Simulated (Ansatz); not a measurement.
# MnO2 (Pmmn) in Ansatz: optical spectrum with BLYP

Aim: the optical spectrum of MnO2 with BLYP.

Everything below comes from runs of Ansatz 0.2.0. Logs are shortened: lines on timing, memory, paths and dates and some standing lists are left out, and cuts for length are marked.

## (1) The crystal as given

The structure is orthorhombic, space group Pmmn (No. 59). The conventional cell has a = 2.904 Å, b = 3.845 Å, c = 6.164 Å, α = 90.00°, β = 90.00°, γ = 90.00°. Mn (site symmetry mm2) is surrounded by 6 O at 1.83 to 2.05 Å. O (site symmetry mm2) has 2 Mn at 1.83 Å as nearest neighbours. O (site symmetry mm2) has 4 Mn at 1.98 to 2.05 Å as nearest neighbours.

Measurements of this composition are mostly on another form, of space group No. 136.

## (2) Optical spectrum, BLYP, collinear spin, program default start

input.yaml reads:

```yaml
crystal:
  lattice:
    - [2.904158, 0.0, 0.0]
    - [0.0, 3.84481, 0.0]
    - [0.0, 0.0, 6.164264]
  atoms:
    - { symbol: Mn, position: [0.5, 0.5, 0.3433015] }
    - { symbol: Mn, position: [0.0, 0.0, 0.6566985] }
    - { symbol: O, position: [0.5, 0.0, 0.8375675] }
    - { symbol: O, position: [0.0, 0.5, 0.1624325] }
    - { symbol: O, position: [0.5, 0.0, 0.4217995] }
    - { symbol: O, position: [0.0, 0.5, 0.5782005] }
hamiltonian:
  xc: blyp
  pseudopotentials: { kind: paw }
magnetization:
  spin_polarized: true
kpoints:
  mp_grid: { grid: [9, 7, 5] }
scf:
  occupations: { method: fermi_dirac, width: 0.05 }
  n_extra_bands: 24
output:
  eigenvalues: true
  optics: { e_range: [0, 14], sigma: 0.2, nscf_kmesh: { grid: [12, 10, 7] } }
  write_density: true
  write_potential: true
  elf: true
  volumetric_format: npy
```

Potentials or basis: Ansatz PAW.

Run with:

```console
$ ansatz run input.yaml --threads 2 --pin off --max-ram 5632MiB --backend cpu --events-out ev --progress --plain --runs-dir out
```

Log:

```text
Warning: RAYON_NUM_THREADS=2 ignored (pool sized by the plan → 2); use --threads N
scf.n_extra_bands = 24 over 27 filled bands (N_el = 54.0): the run solves 51 bands
Engine: ansatz 0.2.0, aarch64-unknown-linux-gnu
Pseudopotentials: kind: paw
Pseudopotential: Mn, paw, valence charge 15, recommended cutoff 420 eV (normal), Mn.paw.azcp
Pseudopotential: O, paw, valence charge 6, recommended cutoff 420 eV (normal), O.paw.azcp
Functional definition: BLYP
  parameter beta = 0.0042
  parameter a = 0.04918
  parameter b = 0.132
  parameter c = 0.2533
  parameter d = 0.349
  exchange = b88_x(beta = beta)
  correlation = lyp_c(a = a, b = b, c = c, d = d)
Crystal: 6 atoms, lattice volume = 68.830 Å³
Basis set: ecut = 420 eV, 1337 PW (Γ), exchange–correlation on 40×54×90 points (8 copies of the dense FFT grid, shifted against one another)
Bands: 51, of which v1, the nominal top of the filled ones, is band 27 counted from 1 (26 counted from 0)
Symmetry: 8 space group operations
Space group: Pmmn (ITA 59), of the structure as read, at distance tolerance 4.1e-5 Å
k-points: 60 of 315
Non-local potential: Mn, projectors of the file, l = 0: 3, l = 1: 2, l = 2: 3, l = 3: 1
Non-local potential: O, projectors of the file, l = 0: 2, l = 1: 2, l = 2: 1
PAW form: soft (Blöchl's): semilocal exchange-correlation on the pseudo side does not see the compensation charge
PAW frozen core: Mn, regenerated for the run's functional, and the local potential with it (the file was generated under x = pbe(κ = 0.804, μ = 0.2195149727645171), c = pbe(β = 0.06672455060314922))
PAW frozen core: O, regenerated for the run's functional, and the local potential with it (the file was generated under x = pbe(κ = 0.804, μ = 0.2195149727645171), c = pbe(β = 0.06672455060314922))
PAW one-centre angular grid: Mn, 590 points (default); XC on 64 Gauss nodes
PAW one-centre angular grid: O, 110 points (default); XC on 64 Gauss nodes
Initial density: superposition of atomic densities (chi_scale 0.1, normalization cell, long waves kept (reshape's long-wave potential 0.46 eV rms))
Initial wavefunctions: pseudopotential atomic-orbital guess
Functional: x = b88, c = lyp
SCF iter   1: F=—  HF=-10102.576578 eV  |F-HF|=—  |Δ(HF+E_count)|=         —  Δρ=2.66e-1 (↑2.66e-1 ↓2.66e-1)  dr2=2.50e2  dr2_m=0.00e0  M=0.000 μB ∫|m|=0.000 μB  β_m=0.30  ethr=3.10e-3  ⟨swp⟩=5.9  Hψ=12648  notcnv=0  defer=364
preconditioner: auto → Kerker (q_TF=auto, 2.620 Å⁻¹)  [metal: Δε(μ)=0.029 eV  Ē_g=19.346 eV  σ=0.050 eV  W_gap=0.14  n_scr=20 (ndim 8)  ℏωp=27.6 eV  f_vac=0.088  D(μ)=2.96/eV (n_scr^D=24)]
spin=Collinear: Kerker preconditioning applied to the charge; magnetization (m = ρ↑ − ρ↓) channel mixes plain (no charge-response kernel on spin).
SCF iter   2: F=—  HF=-10098.204347 eV  |F-HF|=—  |Δ(HF+E_count)|=    4.37e0  Δρ=1.69e-1 (↑1.69e-1 ↓1.69e-1)  dr2=6.31e1  dr2_m=0.00e0  M=0.000 μB ∫|m|=0.000 μB  β_m=0.24  ethr=3.10e-3  ⟨swp⟩=4.0  Hψ=6589  notcnv=0  defer=1006
SCF iter   3: F=—  HF=-10089.457352 eV  |F-HF|=—  |Δ(HF+E_count)|=    8.75e0  Δρ=7.04e-2 (↑7.04e-2 ↓7.04e-2)  dr2=1.02e1  dr2_m=0.00e0  M=0.000 μB ∫|m|=0.000 μB  β_m=0.62  ethr=3.10e-3  ⟨swp⟩=3.4  Hψ=5810  notcnv=0  defer=985
[... 10 lines left out ...]
SCF iter  13: F=—  HF=-10089.602894 eV  |F-HF|=—  |Δ(HF+E_count)|=   8.67e-4  Δρ=2.63e-3 (↑2.63e-3 ↓1.32e-3)  dr2=4.07e-3  dr2_m=1.54e-3  M=6.000 μB ∫|m|=6.143 μB  β_m=0.67  ethr=5.51e-5  ⟨swp⟩=2.4  Hψ=7516  notcnv=0  defer=1900
SCF iter  14: F=—  HF=-10089.603593 eV  |F-HF|=—  |Δ(HF+E_count)|=   6.99e-4  Δρ=9.89e-4 (↑6.14e-4 ↓9.89e-4)  dr2=2.54e-3  dr2_m=1.45e-4  M=6.000 μB ∫|m|=6.158 μB  β_m=0.72  ethr=7.54e-6  ⟨swp⟩=2.2  Hψ=7562  notcnv=0  defer=1900
SCF iter  15: F=—  HF=-10089.603621 eV  |F-HF|=—  |Δ(HF+E_count)|=   2.79e-5  Δρ=8.07e-4 (↑5.92e-4 ↓8.07e-4)  dr2=2.00e-3  dr2_m=1.59e-5  M=6.000 μB ∫|m|=6.164 μB  β_m=0.79  ethr=4.70e-6  ⟨swp⟩=1.0  Hψ=4220  notcnv=0  defer=1900
SCF iter  16: F=—  HF=-10089.603443 eV  |F-HF|=—  |Δ(HF+E_count)|=   1.78e-4  Δρ=1.18e-4 (↑1.18e-4 ↓9.06e-5)  dr2=1.21e-4  dr2_m=1.15e-6  M=6.000 μB ∫|m|=6.165 μB  β_m=0.85  ethr=3.71e-6  ⟨swp⟩=1.0  Hψ=4220  notcnv=0  defer=1900
SCF iter  17: F=—  HF=-10089.603426 eV  |F-HF|=—  |Δ(HF+E_count)|=   1.75e-5  Δρ=9.28e-5 (↑9.28e-5 ↓4.54e-5)  dr2=1.78e-5  dr2_m=1.47e-6  M=6.000 μB ∫|m|=6.165 μB  β_m=0.93  ethr=2.24e-7  ⟨swp⟩=2.0  Hψ=5599  notcnv=0  defer=1900
SCF iter  18: F=—  HF=-10089.603512 eV  |F-HF|=—  |Δ(HF+E_count)|=   8.65e-5  Δρ=3.58e-5 (↑3.48e-5 ↓3.58e-5)  dr2=4.30e-6  dr2_m=3.47e-8  M=6.000 μB ∫|m|=6.164 μB  β_m=0.96  ethr=3.30e-8  ⟨swp⟩=2.2  Hψ=5917  notcnv=0  defer=1900
SCF iter  19: F=—  HF=-10089.603514 eV  |F-HF|=—  |Δ(HF+E_count)|=   1.84e-6  Δρ=3.61e-6 (↑3.61e-6 ↓3.60e-6)  dr2=3.40e-8  dr2_m=2.53e-9  M=6.000 μB ∫|m|=6.164 μB  β_m=0.98  ethr=7.96e-9  ⟨swp⟩=1.0  Hψ=4232  notcnv=0  defer=1900
SCF iter  20: F=—  HF=-10089.603514 eV  |F-HF|=—  |Δ(HF+E_count)|=   3.74e-8  Δρ=5.70e-6 (↑5.70e-6 ↓4.95e-6)  dr2=7.80e-8  dr2_m=3.01e-10  M=6.000 μB ∫|m|=6.164 μB  β_m=0.98  ethr=6.30e-11  ⟨swp⟩=2.5  Hψ=7671  notcnv=0  defer=1900
SCF iter  21: F=—  HF=-10089.603514 eV  |F-HF|=—  |Δ(HF+E_count)|=   3.89e-9  Δρ=2.93e-6 (↑2.31e-6 ↓2.93e-6)  dr2=1.95e-8  dr2_m=1.99e-10  M=6.000 μB ∫|m|=6.164 μB  β_m=0.91  ethr=6.30e-11  ⟨swp⟩=2.6  Hψ=6665  notcnv=0  defer=1900
SCF iter  22: F=—  HF=-10089.603514 eV  |F-HF|=—  |Δ(HF+E_count)|=   1.44e-9  Δρ=7.95e-7 (↑6.82e-7 ↓7.95e-7)  dr2=1.43e-9  dr2_m=2.10e-11  M=6.000 μB ∫|m|=6.164 μB  β_m=0.96  ethr=3.61e-11  ⟨swp⟩=1.0  Hψ=4220  notcnv=0  defer=1900
SCF iter  23: F=—  HF=-10089.603514 eV  |F-HF|=—  |Δ(HF+E_count)|=  4.37e-11  Δρ=1.98e-7 (↑1.19e-7 ↓1.98e-7)  dr2=8.00e-11  dr2_m=1.73e-12  M=6.000 μB ∫|m|=6.164 μB  β_m=0.88  ethr=2.65e-12  ⟨swp⟩=1.2  Hψ=4436  notcnv=0  defer=1900
SCF iter  24: F=—  HF=-10089.603514 eV  |F-HF|=—  |Δ(HF+E_count)|=   1.96e-9  Δρ=9.96e-8 (↑9.96e-8 ↓5.48e-8)  dr2=1.79e-11  dr2_m=5.00e-13  M=6.000 μB ∫|m|=6.164 μB  β_m=0.75  ethr=1.00e-12  ⟨swp⟩=2.0  Hψ=5191  notcnv=0  defer=1900
SCF iter  25: F=-10089.603514 eV  HF=-10089.603514 eV  |F-HF|=3.64e-12  |Δ(HF+E_count)|=  5.46e-12  Δρ=2.45e-8 (↑2.45e-8 ↓1.49e-8)  dr2=1.02e-12  dr2_m=3.97e-14  M=6.000 μB ∫|m|=6.164 μB  ethr=1.00e-12  ⟨swp⟩=9.1  Hψ=25981  notcnv=0
SCF 1 converged in 25 iterations: F = -10089.603514 eV  dr2 = 1.02e-12
NSCF: frozen V_eff on 168 k-points
Optics k sum: 0 of 168 k-points
Optics k sum: 9 of 168 k-points
Optics k sum: 17 of 168 k-points
Optics k sum: 26 of 168 k-points
Optics k sum: 34 of 168 k-points
Optics k sum: 42 of 168 k-points
[... 55 lines left out ...]
Optics k sum: 160 of 168 k-points
Optics k sum: 168 of 168 k-points
SCF converged after 25 iterations
Magnetization: 6.0000 μB (30.0000 up, 24.0000 down)
Absolute magnetization: 6.1804 μB (∫|ρ↑−ρ↓|, with the PAW one-centre terms)
Spin contamination: 0.0809 ħ² per cell (⟨S²⟩ above its minimum at these occupations)
Per-site moments (μB) at R_I (Å): [(2.369392976430758, 0.7551780635326026), (2.3693929764307575, 0.7551780635326026), (0.15977748598313038, 0.7551780635326026), (0.15977748598313027, 0.7551780635326026), (0.02178293707323327, 0.8177268280132386), (0.02178293707323362, 0.8177268280132386)]
Free energy (F): -10089.603514 eV
Harris-Foulkes:  -10089.603514 eV  (|F-HF|=3.64e-12)
Internal energy: -10089.598577 eV  (E = F + TS)
E sigma→0 (E₀):  -10089.601045 eV
Entropy (-TS):   -0.004937 eV (-0.823 meV/atom)
Fermi energy:    7.827889 eV
--- Per-component energies (eV) ---
  E_band       = -739.158306
  E_kinetic    = 1292.773400
  E_local      = -7321.699914  (includes V_loc(G=0)·N_el)
  E_nonlocal   = 670.302773
  E_hartree    = 2997.764702
  E_xc         = -512.729682
  E_vxc        = -652.992142  (∫ρ·V_xc dr)
  E_paw        = -3252.938432  (= ΣΔE_a)
  E_vpaw       = -723.081611  (= ΣTr[D̂ρ^β])
  E_aug_tail   = 0.009817  (compensation charges beyond the density's cutoff)
  E_ewald      = -3963.117022
  E_core_change = 0.035782  (= ΣΔE_core)
  E_smearing   = -0.004937  (= −TS)
  E_closure    = 0.000000  (closes the sum)
  Σ components = -10089.603514   (vs F -10089.603514, Δ=0.00e0)
--- Band table (eV; the first three rows and the last of 120) ---
  k-point 0 ↑: bands = ["-73.9054", "-73.8994", "-42.7078", "-42.6805", "-42.6684", "-42.6376", "-42.6339", "-42.6213", "-11.9870", "-10.3133", "-9.8040", "-9.7806", "0.8994", "1.7025", "1.8208", "2.1816", "2.7056", "3.8838", "4.2094", "4.2444", "4.5582", "4.8927", "4.9942", "5.0524", "5.3943", "6.0039", "6.4747", "6.8635", "7.5842", "7.8599", "8.4110", "8.5503", "10.0473", "10.3651", "14.1317", "17.6698", "18.5360", "20.0290", "21.8570", "22.1683", "23.0915", "23.6268", "24.2984", "24.3899", "26.8764", "27.7140", "29.0622", "29.4471", "29.5639", "29.9278", "30.4524"]
  k-point 1 ↑: bands = ["-73.9054", "-73.8994", "-42.7078", "-42.6805", "-42.6684", "-42.6377", "-42.6339", "-42.6213", "-11.9785", "-10.3148", "-9.9390", "-9.6539", "0.8993", "1.6537", "1.9371", "2.1919", "2.6833", "3.8936", "4.0819", "4.4036", "4.5840", "4.8706", "4.8740", "5.0526", "5.3941", "5.9933", "6.4529", "6.9007", "7.5045", "7.9316", "8.2883", "8.6297", "9.9993", "10.4061", "14.4262", "17.1135", "18.9268", "20.1358", "21.9012", "22.0299", "23.0515", "23.1018", "24.3574", "25.1572", "26.9955", "27.7913", "28.3217", "29.0279", "29.4619", "30.6167", "30.6748"]
  k-point 2 ↑: bands = ["-73.9054", "-73.8994", "-42.7078", "-42.6805", "-42.6684", "-42.6377", "-42.6339", "-42.6213", "-11.9644", "-10.3186", "-10.0326", "-9.5731", "0.8990", "1.6379", "2.0620", "2.2102", "2.6461", "3.9473", "4.0025", "4.5546", "4.6269", "4.6444", "4.8135", "5.0530", "5.3936", "5.9765", "6.4363", "6.9340", "7.4134", "8.0096", "8.1759", "8.6843", "9.9375", "10.4568", "15.1812", "16.1596", "19.4961", "20.1216", "21.8526", "21.9809", "22.6650", "22.9784", "24.4688", "26.0434", "27.2966", "27.5020", "27.9394", "28.9345", "29.4870", "30.1156", "30.5595"]
  k-point 59 ↓: bands = ["-70.8011", "-70.8008", "-39.9207", "-39.9201", "-39.5976", "-39.5964", "-39.5779", "-39.5765", "-10.5119", "-10.4451", "-9.3137", "-9.3027", "1.0531", "1.1488", "2.9884", "3.0759", "3.2682", "3.5750", "3.8120", "4.1606", "5.2410", "5.2541", "5.9445", "5.9679", "8.4265", "8.4393", "8.9364", "8.9482", "9.7185", "9.7493", "10.4647", "10.5158", "10.9510", "11.0305", "19.4161", "19.6417", "20.5900", "21.2607", "21.3825", "22.1103", "22.8127", "22.9388", "23.4537", "23.6365", "24.9386", "25.3523", "28.2617", "28.3559", "30.6468", "30.7909", "31.6726"]
```

Run time: 6.1 min. Hardware: 2 threads of Arm Neoverse V1, shared host; peak memory 4 GiB.

Results:

| Quantity | Value |
| --- | --- |
| Free energy | -10089.6035 eV |
| Band gap on the k mesh | none (metal or under the smearing width) |
| Net moment | 6.00 μB per cell |
| Absolute moment | 6.18 μB per cell |
| Site moments | Mn +2.37; O +0.16, +0.02 μB |

Levels at points of the mesh, in eV from the Fermi level:
Spin up:
```tsv
k point	band 28	band 29	band 30	band 31	band 32	band 33
(0.00, 0.00, 0.00)	-0.96	-0.24	0.03	0.58	0.72	2.22
```
Spin down:
| k point | band 20 | band 21 | band 22 | band 23 | band 24 | band 25 | band 26 | band 27 | band 28 | band 29 |
| --- | --- | --- | --- | --- | --- | --- | --- | --- | --- | --- |
| (0.00, 0.00, 0.00) | -2.82 | -2.53 | -2.14 | -2.04 | -1.69 | 0.36 | 0.82 | 1.03 | 1.21 | 2.00 |

Dielectric function (mean over the directions given):
| energy (eV) | real part | imaginary part |
| --- | --- | --- |
| 0.30 | 2.30 | 5.70 |
| 1.00 | 7.65 | 2.61 |
| 1.70 | 9.65 | 4.12 |
| 2.40 | 12.03 | 8.00 |
| 3.10 | 6.42 | 9.70 |
| 3.90 | 1.41 | 9.77 |
| 4.60 | 0.15 | 7.49 |
| 5.30 | -0.67 | 6.12 |
| 6.00 | -1.10 | 4.51 |
| 6.70 | -1.88 | 4.23 |
| 7.50 | -1.74 | 2.35 |
| 8.20 | -1.03 | 1.27 |
| 8.90 | -0.24 | 0.50 |
| 9.60 | 0.38 | 0.53 |
| 10.30 | 0.74 | 0.58 |
| 11.10 | 1.05 | 0.70 |
| 11.80 | 1.15 | 0.82 |
| 12.50 | 1.35 | 0.79 |
| 13.20 | 1.45 | 0.99 |
| 14.00 | 1.43 | 1.13 |

Caveat: spectra need much finer meshes, so this one isn't converged; independent-particle spectra lack excitons; the intraband (Drude) part of a metal's response may be missing; semilocal functionals often make such compounds metallic where correlation or magnetic order opens a gap, which also shifts bond lengths. With open d or f shells a metallic result of BLYP can be an artefact of self-interaction; +U or a hybrid may open a gap.
